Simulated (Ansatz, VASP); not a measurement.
**Sn3Se: VASP beside Ansatz**

INCAR

```
PREC = Accurate
ENCUT = 520
EDIFF = 1E-7
ISMEAR = -1
SIGMA = 0.1
LREAL = F
LASPH = T
NELM = 60
ALGO = Normal
ISIF = 2
LWAVE = F
LCHARG = F
GGA = PE
NBANDS = 32
```

KPOINTS

```
regular mesh
0
Gamma
  5 5 5
```

Contents of POSCAR:

```
Sn3Se
1.0
    4.6993486462      0.0000000000      0.0000000000
    0.0000000000      4.6993486462      0.0000000000
    0.0000000000      0.0000000000      4.6993486462
Sn Se
3 1
Direct
    0.0000000000      0.5000000000      0.5000000000
    0.5000000000      0.0000000000      0.5000000000
    0.5000000000      0.5000000000      0.0000000000
    0.0000000000      0.0000000000      0.0000000000
```

Input for Ansatz:

```yaml
crystal:
  lattice:
    - [4.699348646191433, 0.0, 0.0]
    - [0.0, 4.699348646191433, 0.0]
    - [0.0, 0.0, 4.699348646191433]
  atoms:
    - { symbol: Sn, position: [0.0, 0.5, 0.5] }
    - { symbol: Sn, position: [0.5, 0.0, 0.5] }
    - { symbol: Sn, position: [0.5, 0.5, 0.0] }
    - { symbol: Se, position: [0.0, 0.0, 0.0] }
basis:
  ecutwfc: 450.0
kpoints:
  mp_grid:
    grid: [5, 5, 5]
hamiltonian:
  xc: pbe
scf:
  occupations:
    method: fermi_dirac
    width: 0.1
output:
  stress: true
```

The cell comes from a database or a generator and needn't be the stable form of this composition.

Alike in both runs: task single point; functional PBE; k mesh 5 × 5 × 5; occupations fermi-dirac, width 0.1 eV; no spin polarisation.

```csv
,VASP,Ansatz
version,VASP 6.6.1,Ansatz 0.2.0
potentials or method,"VASP PAW PBE potentials, release 64 (Sn_d, Se)","plane waves, PAW"
plane-wave cutoff (eV),520,450
valence electrons in the cell,48,58
```

|  | VASP | Ansatz | Ansatz less VASP |
| --- | --- | --- | --- |
| pressure (GPa) | 1.9 | 1.9 | +0.03 |

The two sets of potentials don't hold the same shells in valence.
